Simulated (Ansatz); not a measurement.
**RuO₂ in the rutile structure (space group P4_2/mnm, No. 136)**

```cif
data_O4Ru2
_chemical_formula_sum 'Ru2 O4'
_space_group_name_H-M_alt 'P42/mnm'
_space_group_IT_number 136
_space_group_name_Hall '-P 4n 2n'
_cell_length_a 4.47993
_cell_length_b 4.47993
_cell_length_c 3.10691
_cell_angle_alpha 90.000
_cell_angle_beta 90.000
_cell_angle_gamma 90.000
loop_
_atom_site_label
_atom_site_type_symbol
_atom_site_symmetry_multiplicity
_atom_site_Wyckoff_symbol
_atom_site_fract_x
_atom_site_fract_y
_atom_site_fract_z
_atom_site_occupancy
Ru1 Ru 2 a 0.00000 0.00000 0.00000 1
O1 O 4 g 0.19468 0.19468 0.50000 1
```

Method: Kohn–Sham DFT with the r2SCAN functional, run in Ansatz (a program for electronic structure) with PAW and 500 eV plane waves, no SOC. k-mesh 11×11×15 (Γ-centred); smearing 0.05 eV (Fermi–Dirac).

```json
{
 "volume_per_atom": "10.39 Å³",
 "density": "7.09 g/cm³",
 "band_gap": "zero",
 "total_energy": "-2342.074 eV/atom (σ→0; compares only within this code and set-up)"
}
```

Whether these cells are dynamically stable was not tested. Seeded moments were not kept for the base. No Hubbard U is applied, and correlation can decide whether such a compound is a metal. All final runs are without spin polarisation.
